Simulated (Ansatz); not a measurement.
Compare A (`c1c[nH]cn1`) with its isomer B (`CC(=N)C#N`).

Computed with Ansatz on PBE0-D4/def2-TZVP structures; ΔE is electronic, products minus reactants. CBS: MP2 limit from def2 TZ/QZ plus the TZ coupled-cluster correction, frozen cores. This one scheme is used for every species. DFT in def2-TZVPP. One conformer a species, not always the lowest.

A:

Z-matrix (Å, degrees):
```
C
N 1 1.368
C 1 1.365 2 110.6
H 1 1.079 2 121.6 3 180.0
C 2 1.306 1 105.4 3 0.0
N 3 1.369 1 105.1 2 0.0
H 3 1.077 1 132.5 2 -180.0
H 5 1.080 2 125.9 1 -180.0
H 6 1.004 3 126.2 1 -180.0
```

B:

```xyz
9

C    -0.683    0.676   -0.292
C     0.226   -0.399    0.217
N    -0.061   -1.380    0.963
C     1.606   -0.275   -0.215
N     2.680   -0.119   -0.593
H    -0.683    0.686   -1.385
H    -1.701    0.519    0.067
H    -0.330    1.657    0.037
H    -1.053   -1.364    1.202
```

**Question.** Which is lower in electronic energy at CCSD(T)/CBS, and by how much? (Estimate.)

**Answer.** Ansatz gave: A, by 66.5 kJ/mol.

**Question.** Give E(B) − E(A) in kJ/mol with HF/def2-TZVPP, ωB97M-V, CCSD(T)/def2-TZVPP, PBE0-D4, MP2/def2-TZVPP, PBE-D4, BLYP-D4. (Estimate.)

**Answer.** Ansatz gave: HF/def2-TZVPP 37.7, ωB97M-V 76.7, CCSD(T)/def2-TZVPP 56.6, PBE0-D4 102.9, MP2/def2-TZVPP 74.7, PBE-D4 93.7, BLYP-D4 58.8. None reverses the order clearly.

**Question.** Does the order hold for the free energy at 298.15 K (harmonic terms from PBE0-D4)? (Estimate.)

**Answer.** Ansatz gave: Yes: G(B) − G(A) = +50.9 kJ/mol, for one conformer each.

Largest T1 diagnostic: 0.013.

From r2SCAN to r2SCAN0 (25 % exact exchange), in def2-TZVPP and without D4, E(B) − E(A) moves by +9.1 kJ/mol. The D4 term adds +3.7 kJ/mol with B3LYP and +1.6 kJ/mol with PBE0; it sums over pairs of atoms, weighted by their polarisabilities, and B3LYP, whose exchange is more repulsive, gets the larger term.

B3LYP here is the variant with VWN-RPA as its local correlation; programs differ in this.
